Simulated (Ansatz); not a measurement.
## Ge: ideal shear of a crystal plane

These are results of DFT r2SCAN, scalar-relativistic, plane waves, PAW in Ansatz, not measurements. Settings: plane waves to 500 eV, k-mesh 10×10×3 (Γ-centred), Gaussian smearing 0.03 eV. No spin polarisation. Energies are free energies at this smearing, counted from the undisturbed cell; pressure is positive in compression.

The undisturbed cell (relaxed at this level; this form isn't the usual structure):

```yaml
crystal:
  lattice:
    - [-4.00346, 0.00000, 0.00000]
    - [-2.00173, -3.46709, 0.00000]
    - [0.00000, 0.00000, 13.15265]
  atoms:
    - { symbol: Ge, position: [0.00000, 0.00000, 0.15684] }
    - { symbol: Ge, position: [0.00000, 0.00000, 0.34316] }
    - { symbol: Ge, position: [0.00000, 0.00000, 0.65684] }
    - { symbol: Ge, position: [0.00000, 0.00000, 0.84316] }
    - { symbol: Ge, position: [0.33333, 0.33333, 0.09412] }
    - { symbol: Ge, position: [0.66667, 0.66667, 0.40588] }
    - { symbol: Ge, position: [0.66667, 0.66667, 0.59412] }
    - { symbol: Ge, position: [0.33333, 0.33333, 0.90588] }
```

The cut lies on the cell's a–b face, a (0 0 1) plane (indices in the standard cell, whose axes needn't be the Cartesian ones shown) of area 13.88 Å², between layers 2.48 Å apart. Vector c is tilted by f times 1·a + 0·b (length 4.003 Å) with the atoms' Cartesian places fixed: one unrelaxed fault a cell. The traction is dγ/du, the slope of γ against the slip u in Å. Some rows repeat others by symmetry and weren't run.

```csv
f,γ (mJ/m²),traction (GPa)
0.0000,0,0.0
0.1000,80,4.1
0.2000,339,8.8
0.3000,772,12.3
0.4000,1267,11.3
0.5000,1541,-0.1
0.6000,1267,-11.3
0.7000,772,-12.3
0.8000,339,-8.8
0.9000,80,-4.1
```

Task: Read off the first barrier and the stress needed to climb it, and compare with Frenkel's sinusoid.

Result: The first sampled maximum lies at f = 0.500, a slip of 2.00 Å, with γ ≈ 1541 mJ/m², which stands in for the unstable fault energy γ_us, and the steepest sampled slope before it is 12.3 GPa. A sinusoid γ = γ_us sin²(πu/λ) with its maximum there has λ = 4.00 Å and a largest slope πγ_us/λ = 12.1 GPa (1 mJ/m² per Å = 0.01 GPa).

Task: Is there a metastable fault on this line?

Result: Apart from points where γ returns to about zero, no local minimum shows among the samples, so at this sampling the line offers no fault for a dislocation to split on; a fault can still lie off the line.

The cut is rigid; relaxing the faces lowers these energies and usually the stresses.

The gap closes along the scan, which can put kinks into the curve.

Cost: 6 runs of about 9.3 core-minutes in all, on Oxide Virtual Turin-like Processor (Zen 5) (shared hosts).